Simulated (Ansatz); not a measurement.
Mg₅Ge, space group F-43m, a charge-density difference against the sublattices

Computed with Ansatz 0.2.0 through its Python package.

`run_drho.py`
```python
"""Density difference of Mg5Ge against its sublattices."""

import warnings

import ansatz as az
import numpy as np

VECTORS = np.array([
    [0.0, 4.09676, 4.09676],
    [4.09676, 0.0, 4.09676],
    [4.09676, 4.09676, 0.0],
])
SITES = [
    ("Mg", (0.75, 0.75, 0.75)),
    ("Mg", (0.37483, 0.8755, 0.37483)),
    ("Mg", (0.37483, 0.37483, 0.8755)),
    ("Mg", (0.8755, 0.37483, 0.37483)),
    ("Mg", (0.37483, 0.37483, 0.37483)),
    ("Ge", (0.0, 0.0, 0.0)),
]


def make_crystal(cell):
    crystal = az.Crystal(lattice=az.Lattice.of(cell))
    for symbol, position in SITES:
        crystal = crystal.atom(symbol, position)
    return crystal

warnings.simplefilter("ignore", az.DeckWarning)

# same cell, cutoff and mesh for the crystal and its parts
def solve(crystal):
    return (
        crystal.calculation()
        .scf(tolerance=1e-10)
        .occupations("Fermi-Dirac", width=0.1)
        .functional("LDA")
        .basis(460, grid_basis="typed")
        .kpoints(5, 5, 5)
        .density()
        .run(threads=1)
    )


whole = solve(make_crystal(VECTORS))
difference = whole.density().channels[0].density_e_per_ang3.copy()
binding = whole.report["free_energy_ev"]
for element in ["Mg", "Ge"]:
    part = az.Crystal(lattice=az.Lattice.of(VECTORS))
    for symbol, position in SITES:
        if symbol == element:
            part = part.atom(symbol, position)
    alone = solve(part)
    difference -= alone.density().channels[0].density_e_per_ang3
    binding -= alone.report["free_energy_ev"]
    print(f"{element} sublattice: {alone.report['n_electrons']:g} electrons, {alone.report['n_iterations']} iterations")

voxel = abs(np.linalg.det(VECTORS)) / difference.size
print(f"energy of the crystal less its unpolarised sublattices: {binding / len(SITES):.4f} eV/atom")
print(f"net charge of the difference {difference.sum() * voxel:.5f} e, charge rearranged {0.5 * np.abs(difference).sum() * voxel:.3f} e")
print(f"extremes {difference.min():.4f} and {difference.max():.4f} e/A^3")
for (symbol, position) in SITES:
    index = tuple(int(round(p * n)) % n for p, n in zip(position, difference.shape))
    print(f"  change of the pseudo-density at the grid point nearest {symbol}: {difference[index]:+.4f} e/A^3")
```

Running `python run_drho.py` prints:
```text
Mg sublattice: 50 electrons, 7 iterations
Ge sublattice: 14 electrons, 8 iterations
energy of the crystal less its unpolarised sublattices: -0.8559 eV/atom
net charge of the difference 0.00000 e, charge rearranged 0.483 e
extremes -0.0202 and 0.0921 e/A^3
  change of the pseudo-density at the grid point nearest Mg: -0.0026 e/A^3
  change of the pseudo-density at the grid point nearest Mg: -0.0013 e/A^3
  change of the pseudo-density at the grid point nearest Mg: -0.0013 e/A^3
  change of the pseudo-density at the grid point nearest Mg: -0.0013 e/A^3
  change of the pseudo-density at the grid point nearest Mg: -0.0013 e/A^3
  change of the pseudo-density at the grid point nearest Ge: +0.0921 e/A^3
```

Notes:
- For a metal this k-point mesh is coarse: on a finer one energies can move by several to tens of meV an atom and pressures by half a GPa or more, differences at one mesh by less.
- Grid values close to the nuclei reflect the PAW or pseudopotential construction, not the all-electron fields.
- This cell is a computed structure, which may not be the phase found in nature.
- Charge moved counts every rearrangement, bonding and polarisation too, and is no transfer between atoms; the bare sublattices are artificial references. Values near the nuclei depend on the potentials.
- Wall time of the script: 9.1 s on 1 thread of Arm Neoverse V2 (shared host), peak memory 0.4 GiB.
